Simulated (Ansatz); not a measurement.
# F (sc type): the cost of one run

Program: Ansatz 0.2.0. Level of theory: DFT PBE, with the methods named in each step. These are calculated values, not measurements.

### Step 1. Starting point

It takes space group Pm-3m (No. 221, cubic). The conventional cell has a = 2.191 Å, b = 2.191 Å, c = 2.191 Å, α = 90.00°, β = 90.00°, γ = 90.00°. F (site symmetry m-3m) has 6 F at 2.19 Å in its first shell of neighbours.

Coordinates:

```cif
data_structure
_symmetry_space_group_name_H-M 'P 1'
_symmetry_Int_Tables_number 1
_cell_length_a 2.1909
_cell_length_b 2.1909
_cell_length_c 2.1909
_cell_angle_alpha 90.000
_cell_angle_beta 90.000
_cell_angle_gamma 90.000
_cell_volume 10.52
loop_
_atom_site_label
_atom_site_type_symbol
_atom_site_fract_x
_atom_site_fract_y
_atom_site_fract_z
_atom_site_occupancy
F1 F 0.00000 0.00000 0.00000 1
```

Whether this phase is the stable one at these pressures isn't tested.

### Step 2. The reference volume, LAPW

input.yaml reads:

```yaml
crystal:
  lattice:
    - [2.1909289101, 0.0, 0.0]
    - [0.0, 2.1909289101, 0.0]
    - [0.0, 0.0, 2.1909289101]
  atoms:
    - { symbol: F, position: [0.0, 0.0, 0.0] }
kpoints:
  mp_grid: { grid: [17, 17, 17] }
  band_path:
    path:
      - [0.0, 0.0, 0.0]
      - [0.0, 0.5, 0.0]
      - [0.5, 0.5, 0.0]
      - [0.0, 0.0, 0.0]
      - [0.5, 0.5, 0.5]
      - [0.0, 0.5, 0.0]
      - [0.5, 0.5, 0.5]
      - [0.5, 0.5, 0.0]
    npoints: 14
scf:
  occupations: { method: fermi_dirac, width: 0.05 }
hamiltonian:
  xc: pbe
  pseudopotentials: { kind: all_electron, lapw: { basis_error: 0.001 } }
output:
  forces: true
  stress: true
  eigenvalues: true
  populations: true
  dos: { projected: true, de: 0.2, e_range: [-14, 8] }
```

Run with:

```
$ ansatz run input.yaml --threads 1 --pin off --max-ram 2048MiB --backend cpu --events-out ev --progress --plain --runs-dir out
```

Q: Estimate wall time and peak memory on 1 thread of Intel Xeon Platinum 8488C (Sapphire Rapids), shared host.

About 4.7 s, with a peak of 0.3 GiB.
